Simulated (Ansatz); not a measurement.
# How much does Sn in Cu(100), 2x2 scatter?, part 2 of 3

How strong a scatterer is Sn in Cu(100), 2x2, and does relaxation matter?

Ansatz 0.2.0; Ansatz plane-wave DFT, PBE, PAW files; ballistic transport by layer matching (Landauer), zero bias; PAW set soft_1 (the session's first sound run).

So far, resistivity per at.% scaled from this dense plane, with the factor 3/4 for isotropic scattering (µΩ cm): step 3 (resistance at ideal sites) 2.92.

## Step 4: Relaxing the neighbours

The neighbours of the defect are let go while the lead's layers stay on their sites, since a lead must repeat to 0.01 Å.

This step: Ansatz plane-wave DFT, PBE, PAW files; relaxation with the lead's layers held; PAW set soft_1 (Ansatz 0.2.0).

input.yaml

```yaml
crystal:
  lattice:
    - [5.1123254594, 0.0, 0.0]
    - [0.0, 5.1123254594, 0.0]
    - [0.0, 0.0, 25.30472]
  atoms:
    - { symbol: Cu, position: [0.0, 0.0, 0.0357142857] }
    - { symbol: Cu, position: [0.0, 0.5, 0.0357142857] }
    - { symbol: Cu, position: [0.5, 0.0, 0.0357142857] }
    - { symbol: Cu, position: [0.5, 0.5, 0.0357142857] }
    - { symbol: Cu, position: [0.25, 0.25, 0.1071428571] }
    - { symbol: Cu, position: [0.25, 0.75, 0.1071428571] }
    - { symbol: Cu, position: [0.75, 0.25, 0.1071428571] }
    - { symbol: Cu, position: [0.75, 0.75, 0.1071428571] }
    - { symbol: Cu, position: [0.0, 0.0, 0.1785714286] }
    - { symbol: Cu, position: [0.0, 0.5, 0.1785714286] }
    - { symbol: Cu, position: [0.5, 0.0, 0.1785714286] }
    - { symbol: Cu, position: [0.5, 0.5, 0.1785714286] }
    - { symbol: Cu, position: [0.25, 0.25, 0.25] }
    - { symbol: Cu, position: [0.25, 0.75, 0.25] }
    - { symbol: Cu, position: [0.75, 0.25, 0.25] }
    - { symbol: Cu, position: [0.75, 0.75, 0.25] }
    - { symbol: Cu, position: [0.0, 0.0, 0.3214285714] }
    - { symbol: Cu, position: [0.0, 0.5, 0.3214285714] }
    - { symbol: Cu, position: [0.5, 0.0, 0.3214285714] }
    - { symbol: Cu, position: [0.5, 0.5, 0.3214285714] }
    - { symbol: Cu, position: [0.25, 0.25, 0.3928571429] }
    - { symbol: Cu, position: [0.25, 0.75, 0.3928571429] }
    - { symbol: Cu, position: [0.75, 0.25, 0.3928571429] }
    - { symbol: Cu, position: [0.75, 0.75, 0.3928571429] }
    - { symbol: Cu, position: [0.0, 0.0, 0.4642857143] }
    - { symbol: Cu, position: [0.0, 0.5, 0.4642857143] }
    - { symbol: Cu, position: [0.5, 0.0, 0.4642857143] }
    - { symbol: Cu, position: [0.5, 0.5, 0.4642857143] }
    - { symbol: Sn, position: [0.25, 0.25, 0.5357142857] }
    - { symbol: Cu, position: [0.25, 0.75, 0.5357142857] }
    - { symbol: Cu, position: [0.75, 0.25, 0.5357142857] }
    - { symbol: Cu, position: [0.75, 0.75, 0.5357142857] }
    - { symbol: Cu, position: [0.0, 0.0, 0.6071428571] }
    - { symbol: Cu, position: [0.0, 0.5, 0.6071428571] }
    - { symbol: Cu, position: [0.5, 0.0, 0.6071428571] }
    - { symbol: Cu, position: [0.5, 0.5, 0.6071428571] }
    - { symbol: Cu, position: [0.25, 0.25, 0.6785714286] }
    - { symbol: Cu, position: [0.25, 0.75, 0.6785714286] }
    - { symbol: Cu, position: [0.75, 0.25, 0.6785714286] }
    - { symbol: Cu, position: [0.75, 0.75, 0.6785714286] }
    - { symbol: Cu, position: [0.0, 0.0, 0.75] }
    - { symbol: Cu, position: [0.0, 0.5, 0.75] }
    - { symbol: Cu, position: [0.5, 0.0, 0.75] }
    - { symbol: Cu, position: [0.5, 0.5, 0.75] }
    - { symbol: Cu, position: [0.25, 0.25, 0.8214285714] }
    - { symbol: Cu, position: [0.25, 0.75, 0.8214285714] }
    - { symbol: Cu, position: [0.75, 0.25, 0.8214285714] }
    - { symbol: Cu, position: [0.75, 0.75, 0.8214285714] }
    - { symbol: Cu, position: [0.0, 0.0, 0.8928571429] }
    - { symbol: Cu, position: [0.0, 0.5, 0.8928571429] }
    - { symbol: Cu, position: [0.5, 0.0, 0.8928571429] }
    - { symbol: Cu, position: [0.5, 0.5, 0.8928571429] }
    - { symbol: Cu, position: [0.25, 0.25, 0.9642857143] }
    - { symbol: Cu, position: [0.25, 0.75, 0.9642857143] }
    - { symbol: Cu, position: [0.75, 0.25, 0.9642857143] }
    - { symbol: Cu, position: [0.75, 0.75, 0.9642857143] }
kpoints:
  mp_grid: { grid: [4, 4, 1] }
hamiltonian:
  xc: pbe
  pseudopotentials: { kind: paw, azcp: { folder: soft_1 } }
scf:
  occupations: { method: fermi_dirac, width: 0.1 }
relax:
  f_tol: 0.03
  max_steps: 40
  constraints:
    - { sites: [0, 1, 2, 3, 4, 5, 6, 7, 8, 9, 10, 11, 12, 13, 14, 15, 40, 41, 42, 43, 44, 45, 46, 47, 48, 49, 50, 51, 52, 53, 54, 55] }
```

Started as:

```
ansatz run input.yaml --threads 4 --pin off --max-ram 15360MiB --backend cpu --events-out ev --progress --plain --runs-dir out
```

Numbers of over 12 decimals in the logs are rounded to 6 here.

The program printed:

```text
Warning: crystal.symmetry: narrowed to the stabiliser of the relax constraints — unitary ops 16 → 8; lowered at sites 16, 17, 18, 19, 40, 41, 42, 43 (the operations that carried what is held of a site onto what its image site leaves free; the constrained walk keeps no symmetry that its constraints do not admit)
[...]
Crystal: 56 atoms, lattice volume = 661.361 Å³
Basis set: ecut = 420 eV, 12885 PW (Γ), exchange–correlation on 72×72×360 points (8 copies of the dense FFT grid, shifted against one another)
Bands: 636, of which v1, the nominal top of the filled ones, is band 530 counted from 1 (529 counted from 0)
Symmetry: 8 space group operations
k-points: 6 of 16
[...]
SCF iter   1: F=—  HF=-370459.753494 eV  |F-HF|=—  |Δ(HF+E_count)|=         —  Δρ=2.70e-1  dr2=3.79e2  ethr=3.10e-3  ⟨swp⟩=4.8  Hψ=11335  notcnv=0  defer=34
[...]
SCF iter  13: F=-370408.273096 eV  HF=-370408.273105 eV  |F-HF|=9.37e-6  |Δ(HF+E_count)|=   3.94e-6  Δρ=1.83e-5  dr2=1.02e-5  ethr=2.12e-9  ⟨swp⟩=3.0  Hψ=10184  notcnv=0
SCF 1 converged in 13 iterations: F = -370408.273096 eV  dr2 = 1.02e-5
[...]
relax step   1: F+E_penalty+E_count = -370408.27309604 eV  Δ(F+E_penalty+E_count) = +0.000e0 eV  max|allowed force component| = 6.305e-1 eV/Å  Δτ_max = 0.0000 Å  (13 SCF iters, dr2 threshold 2.25e-5 eV, accepted)
[...]
iter 1 solved again at ethr=1.50e-5 eV; its pass at ethr=3.10e-3 eV (dr2=1.59e-1 eV) is discarded
[...]
SCF iter   8: F=-370408.526867 eV  HF=-370408.526888 eV  |F-HF|=2.11e-5  |Δ(HF+E_count)|=   1.16e-6  Δρ=1.93e-5  dr2=2.03e-5  ethr=2.35e-9  ⟨swp⟩=3.0  Hψ=10101  notcnv=0
SCF 2 converged in 8 iterations: F = -370408.526867 eV  dr2 = 2.03e-5
relax step   2: F+E_penalty+E_count = -370408.52686687 eV  Δ(F+E_penalty+E_count) = -2.538e-1 eV  max|allowed force component| = 3.160e-1 eV/Å  Δτ_max = 0.0611 Å  (8 SCF iters, dr2 threshold 2.48e-5 eV, accepted)
SCF iter   1: F=—  HF=-370408.666611 eV  |F-HF|=—  |Δ(HF+E_count)|=         —  Δρ=5.90e-3  dr2=1.95e-1  ethr=1.08e-4  ⟨swp⟩=5.0  Hψ=9212  notcnv=0  defer=481
[...]
SCF iter  10: F=-370408.618489 eV  HF=-370408.618493 eV  |F-HF|=4.19e-6  |Δ(HF+E_count)|=   6.89e-7  Δρ=1.02e-5  dr2=4.28e-6  ethr=5.89e-10  ⟨swp⟩=2.0  Hψ=10329  notcnv=0
SCF 3 converged in 10 iterations: F = -370408.618489 eV  dr2 = 4.28e-6
relax step   3: F+E_penalty+E_count = -370408.61848867 eV  Δ(F+E_penalty+E_count) = -9.162e-2 eV  max|allowed force component| = 1.946e-2 eV/Å  Δτ_max = 0.0652 Å  (10 SCF iters, dr2 threshold 6.24e-6 eV, accepted)
[...]
SCF iter   6: F=-370408.618493 eV  HF=-370408.618493 eV  |F-HF|=7.97e-9  |Δ(HF+E_count)|=  1.75e-10  Δρ=4.02e-7  dr2=8.12e-9  ethr=3.95e-12  ⟨swp⟩=1.0  Hψ=7173  notcnv=0
SCF 4 converged in 6 iterations: F = -370408.618493 eV  dr2 = 8.12e-9
relax step   4: F+E_penalty+E_count = -370408.61849282 eV  Δ(F+E_penalty+E_count) = -4.150e-6 eV  max|allowed force component| = 1.937e-2 eV/Å  Δτ_max = 0.0000 Å  (6 SCF iters, accepted)
SCF converged after 6 iterations
Free energy (F): -370408.618493 eV
[...]
Internal energy: -370407.833817 eV  (E = F + TS)
E sigma→0 (E₀):  -370408.226155 eV
Entropy (-TS):   -0.784675 eV (-14.012 meV/atom)
Fermi energy:    16.652408 eV
[...]
--- Forces (eV/Å), atoms counted from 1 ---
  atom   1  Cu     0.01054397     0.01054397    -0.00056332
  atom   2  Cu     0.01054397    -0.01054397    -0.00056332
  atom   3  Cu    -0.01054397     0.01054397    -0.00056332
  atom   4  Cu    -0.01054397    -0.01054397    -0.00056332
  atom   5  Cu     0.00000000     0.00000000    -0.00178600
  atom   6  Cu    -0.00000000     0.00000000     0.00150837
  atom   7  Cu     0.00000000     0.00000000     0.00150837
  atom   8  Cu     0.00000000     0.00000000     0.00009778
  atom   9  Cu     0.00236679     0.00236679    -0.00000217
  atom  10  Cu     0.00236679    -0.00236679    -0.00000217
  atom  11  Cu    -0.00236679     0.00236679    -0.00000217
  atom  12  Cu    -0.00236679    -0.00236679    -0.00000217
  atom  13  Cu     0.00000000     0.00000000    -0.18980959
  atom  14  Cu    -0.00000000     0.00000000    -0.17522910
  atom  15  Cu    -0.00000000     0.00000000    -0.17522910
  atom  16  Cu    -0.00000000     0.00000000    -0.17535101
  atom  17  Cu     0.00374633     0.00374633    -0.00180356
  atom  18  Cu     0.00374633    -0.00374633    -0.00180356
  atom  19  Cu    -0.00374633     0.00374633    -0.00180356
  atom  20  Cu    -0.00374633    -0.00374633    -0.00180356
  atom  21  Cu     0.00000000     0.00000000     0.01175253
  atom  22  Cu    -0.00000000     0.00000000     0.00847545
  atom  23  Cu     0.00000000     0.00000000     0.00847545
  atom  24  Cu     0.00000000     0.00000000    -0.01937230
  atom  25  Cu    -0.00750759    -0.00750759    -0.01511506
  atom  26  Cu    -0.00750759     0.00750759    -0.01511506
  atom  27  Cu     0.00750759    -0.00750759    -0.01511506
  atom  28  Cu     0.00750759     0.00750759    -0.01511506
  atom  29  Sn    -0.00000000     0.00000000    -0.00007898
  atom  30  Cu    -0.00000000     0.00000000     0.00013958
  atom  31  Cu     0.00000000     0.00000000     0.00013958
  atom  32  Cu    -0.00000000     0.00000000     0.00044690
  atom  33  Cu    -0.00695841    -0.00695841     0.01445966
  atom  34  Cu    -0.00695841     0.00695841     0.01445966
  atom  35  Cu     0.00695841    -0.00695841     0.01445966
  atom  36  Cu     0.00695841     0.00695841     0.01445966
  atom  37  Cu    -0.00000000     0.00000000    -0.00799643
  atom  38  Cu    -0.00000000     0.00000000    -0.00775443
  atom  39  Cu     0.00000000     0.00000000    -0.00775443
  atom  40  Cu    -0.00000000     0.00000000     0.01714365
[...]
atom  45  Cu    -0.00000000     0.00000000     0.00411025
  atom  46  Cu    -0.00000000     0.00000000    -0.00185166
  atom  47  Cu     0.00000000     0.00000000    -0.00185166
  atom  48  Cu     0.00000000     0.00000000     0.00633549
  atom  49  Cu     0.00257974     0.00257974    -0.00765773
  atom  50  Cu     0.00257974    -0.00257974    -0.00765773
  atom  51  Cu    -0.00257974     0.00257974    -0.00765773
  atom  52  Cu    -0.00257974    -0.00257974    -0.00765773
  atom  53  Cu     0.00000000     0.00000000     0.00203131
  atom  54  Cu     0.00000000     0.00000000    -0.00136593
  atom  55  Cu     0.00000000     0.00000000    -0.00136593
  atom  56  Cu     0.00000000     0.00000000    -0.00003935
  max |Σ_I F_I| component: 7.12e-6 eV/Å
--- Relaxed structure (4 steps of the walk, 4 accepted, 0 SCFs on fresh bases) ---
  F+E_penalty+E_count = -370408.61849282 eV   max|allowed force component| = 1.937e-2 eV/Å
  atoms:
    - { symbol: Cu, position: [0.0, 0.0, 0.035714] }
    - { symbol: Cu, position: [0.0, 0.500000, 0.035714] }
    - { symbol: Cu, position: [0.500000, 0.0, 0.035714] }
    - { symbol: Cu, position: [0.500000, 0.500000, 0.035714] }
    - { symbol: Cu, position: [0.250000, 0.250000, 0.107143] }
    - { symbol: Cu, position: [0.250000, 0.750000, 0.107143] }
    - { symbol: Cu, position: [0.750000, 0.250000, 0.107143] }
    - { symbol: Cu, position: [0.750000, 0.750000, 0.107143] }
    - { symbol: Cu, position: [0.0, 0.0, 0.178571] }
    - { symbol: Cu, position: [0.0, 0.500000, 0.178571] }
    - { symbol: Cu, position: [0.500000, 0.0, 0.178571] }
    - { symbol: Cu, position: [0.500000, 0.500000, 0.178571] }
    - { symbol: Cu, position: [0.250000, 0.250000, 0.250000] }
    - { symbol: Cu, position: [0.250000, 0.750000, 0.250000] }
    - { symbol: Cu, position: [0.750000, 0.250000, 0.250000] }
    - { symbol: Cu, position: [0.750000, 0.750000, 0.250000] }
    - { symbol: Cu, position: [0.000248721, 0.000248721, 0.319628] }
    - { symbol: Cu, position: [0.000248721, 0.499751, 0.319628] }
    - { symbol: Cu, position: [0.499751, 0.000248721, 0.319628] }
    - { symbol: Cu, position: [0.499751, 0.499751, 0.319628] }
    - { symbol: Cu, position: [0.250000, 0.250000, 0.389656] }
    - { symbol: Cu, position: [0.250000, 0.750000, 0.389516] }
    - { symbol: Cu, position: [0.750000, 0.250000, 0.389516] }
    - { symbol: Cu, position: [0.750000, 0.750000, 0.388787] }
    - { symbol: Cu, position: [-0.00527254, -0.00527254, 0.459528] }
    - { symbol: Cu, position: [-0.00527254, 0.505273, 0.459528] }
    - { symbol: Cu, position: [0.505273, -0.00527254, 0.459528] }
    - { symbol: Cu, position: [0.505273, 0.505273, 0.459528] }
    - { symbol: Sn, position: [0.250000, 0.250000, 0.534835] }
    - { symbol: Cu, position: [0.250000, 0.750000, 0.534842] }
    - { symbol: Cu, position: [0.750000, 0.250000, 0.534842] }
    - { symbol: Cu, position: [0.750000, 0.750000, 0.534846] }
    - { symbol: Cu, position: [-0.00524976, -0.00524976, 0.610154] }
    - { symbol: Cu, position: [-0.00524976, 0.505250, 0.610154] }
    - { symbol: Cu, position: [0.505250, -0.00524976, 0.610154] }
    - { symbol: Cu, position: [0.505250, 0.505250, 0.610154] }
    - { symbol: Cu, position: [0.250000, 0.250000, 0.680069] }
    - { symbol: Cu, position: [0.250000, 0.750000, 0.680175] }
    - { symbol: Cu, position: [0.750000, 0.250000, 0.680175] }
    - { symbol: Cu, position: [0.750000, 0.750000, 0.680871] }
    - { symbol: Cu, position: [0.0, 0.0, 0.750000] }
[...]
- { symbol: Cu, position: [0.250000, 0.250000, 0.821429] }
    - { symbol: Cu, position: [0.250000, 0.750000, 0.821429] }
    - { symbol: Cu, position: [0.750000, 0.250000, 0.821429] }
    - { symbol: Cu, position: [0.750000, 0.750000, 0.821429] }
    - { symbol: Cu, position: [0.0, 0.0, 0.892857] }
    - { symbol: Cu, position: [0.0, 0.500000, 0.892857] }
    - { symbol: Cu, position: [0.500000, 0.0, 0.892857] }
    - { symbol: Cu, position: [0.500000, 0.500000, 0.892857] }
    - { symbol: Cu, position: [0.250000, 0.250000, 0.964286] }
    - { symbol: Cu, position: [0.250000, 0.750000, 0.964286] }
    - { symbol: Cu, position: [0.750000, 0.250000, 0.964286] }
    - { symbol: Cu, position: [0.750000, 0.750000, 0.964286] }
```

The job ended after 9.1 min (4 threads of Arm Neoverse V1, shared host; peak memory 6.7 GiB).

Relaxation path:

| step | energy less that of the first step (eV) | largest force component (eV/Å) |
| --- | --- | --- |
| 1 | 0.0000 | 0.6305 |
| 2 | -0.2538 | 0.3160 |
| 3 | -0.3454 | 0.0195 |
| 4 | -0.3454 | 0.0194 |

The atoms that moved most (Å):

| atom | dx | dy | dz | length |
| --- | --- | --- | --- | --- |
| Cu28 | 0.027 | 0.027 | -0.120 | 0.126 |
| Cu26 | -0.027 | 0.027 | -0.120 | 0.126 |
| Cu27 | 0.027 | -0.027 | -0.120 | 0.126 |
| Cu25 | -0.027 | -0.027 | -0.120 | 0.126 |
| Cu24 | 0.000 | 0.000 | -0.103 | 0.103 |
| Cu36 | 0.027 | 0.027 | 0.076 | 0.085 |
| Cu34 | -0.027 | 0.027 | 0.076 | 0.085 |
| Cu35 | 0.027 | -0.027 | 0.076 | 0.085 |

Numbers from this step:

| Item | Value |
| --- | --- |
| free energy | -370408.6185 eV |
| energy at zero smearing | -370408.2262 eV |

The largest force component on a free atom ends at 0.019 eV/Å, under the tolerance of 0.03, after 4 steps.

(Part 2 of 3 ends here.)

[Logs are printed without paths, hosts, clocks, repeated set-up lines and the standing remarks that a program may print on its own settings, such as how far it seeks lower states.]

[Hosts, paths, dates, database ids (printed as entryN), source tags and the programs' standing remarks are cut or masked in the printed files.]
